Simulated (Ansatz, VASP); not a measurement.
**As: VASP beside Ansatz**

```
As
1.0
     4.97240    0.00000    0.00000
    -2.48620    4.30622    0.00000
     0.00000    0.00000    4.84413
As
4
Direct
  0.33333 0.66667 0.00000
  0.66667 0.33333 0.00000
  0.00000 0.00000 0.50000
  0.00000 0.00000 0.00000
```

Alike in both runs: task relaxation of cell and atoms; functional PBE; k mesh 12 × 12 × 10; occupations gaussian, width 0.1 eV; no spin polarisation.

|  | VASP | Ansatz |
| --- | --- | --- |
| version | VASP 6.6.1 | Ansatz 0.2.0 |
| potentials or method | VASP PAW PBE potentials, release 64 (As) | scalar-relativistic, plane waves, PAW |
| plane-wave cutoff (eV) | 600 | 420 |
| valence electrons in the cell | 20 | 60 |

|  | VASP | Ansatz | Ansatz less VASP |
| --- | --- | --- | --- |
| gap on the k mesh at the Fermi level, each at its own relaxed structure (eV) | none | none | - |
| relaxed volume (Å³/atom) | 25.94 | 25.91 | -0.027 |
| relaxed cell length with the largest relative difference (Å) | 5.009 | 5.004 | -0.0048 |
| energy change over the relaxation (meV/atom) | -17 | -16 | +0.7 |

A gap of «none» marks a metal or a gap that the smearing closes. The two sets of potentials don't hold the same shells in valence.
